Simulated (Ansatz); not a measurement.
FePt (Tetraferroplatinum):

```xyz
2
Lattice="2.7235 0.0000 0.0000 0.0000 2.7235 0.0000 0.0000 0.0000 3.7200" Properties=species:S:1:pos:R:3 pbc="T T T"
Pt    1.3618    1.3618    1.8600
Fe    0.0000    0.0000    0.0000
```

Base run:

| Property | Result |
| --- | --- |
| Program | Ansatz 0.2.0 |
| Functional | LDA |
| Potentials or basis | Ansatz PAW |
| Cutoff | 420 eV (not typed: the program's choice for these potentials) |
| k mesh | 10 × 10 × 7 |
| Occupations | fermi-dirac, width 0.05 eV |
| Spin | collinear spin, ferromagnetic start |
| Starting moments | [0.0, 3.0] μB |

Its results: band gap on the k mesh none (metal or under the smearing width); pressure -12.7 GPa; net moment 3.22 μB per cell; site moments Pt +0.38; Fe +2.86 μB.

Problem. The run is repeated on the same cell with these changes: functional from LDA to PBE; potentials or basis from Ansatz PAW to JTH PAW; cutoff from 420 eV (not typed: the program's choice for these potentials) to 1320 eV (not typed: the program's choice for these potentials); valence electrons from 34 to 26. What comes out?

Solution. Band gap on the k mesh none (metal or under the smearing width); pressure 3.5 GPa; net moment 3.29 μB per cell; site moments Pt +0.40; Fe +2.96 μB.

Caveats: spin-orbit coupling is left out, which moves the levels of the heavy elements; the PAW data sets come from PBE, with cores solved anew for the run's functional, which leaves a small shift of forces and pressure (some runs).
